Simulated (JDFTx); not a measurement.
Crystal: Cu.

```
CELL_PARAMETERS angstrom
0.00000 1.80750 1.80750
1.80750 0.00000 1.80750
1.80750 1.80750 0.00000
ATOMIC_POSITIONS crystal
Cu 0.00000 0.00000 0.00000
```

- Program: JDFTx 1.7.0 (patched build)
- Task: relaxation of cell and atoms
- Functional: AM05
- Potentials or basis: SG15-PBE-1.2 with smoothed tails
- Cutoff: 1361 eV
- Density cutoff: 5442 eV
- k mesh: 6 × 6 × 6
- Occupations: fermi-dirac, width 0.05 eV
- Spin: no spin polarisation

At the start: pressure -6.6 GPa; volume 11.81 Å³/atom.

Question: How do energy, volume and symmetry change on relaxing?

Answer: Over 5 steps the energy falls by 10.7 meV/atom and the volume is 11.31 Å³/atom (-4.3 %); space group Fm-3m (No. 225, to 0.05 Å).

The path:
```tsv
step	energy change (eV)	largest force (eV/Å)	pressure (GPa)	volume (Å³)
1	0.0000	0.0000	-6.58	11.81
2	-0.0038	0.0000	-5.35	11.71
3	-0.0107	0.0000	-0.09	11.31
4	-0.0107	0.0000	-0.01	11.31
5	-0.0107	0.0000	0.00	11.31
```

Final structure:
```cif
data_structure
_symmetry_space_group_name_H-M 'P 1'
_symmetry_Int_Tables_number 1
_cell_length_a 2.5193
_cell_length_b 2.5193
_cell_length_c 2.5193
_cell_angle_alpha 60.000
_cell_angle_beta 60.000
_cell_angle_gamma 60.000
_cell_volume 11.31
loop_
_atom_site_label
_atom_site_type_symbol
_atom_site_fract_x
_atom_site_fract_y
_atom_site_fract_z
_atom_site_occupancy
Cu1 Cu 0.00000 0.00000 0.00000 1
```

Caveat: the k mesh is coarse (spacing up to 0.50 Å⁻¹), so the values aren't converged; the potentials were made for another functional, which shifts forces and pressure.
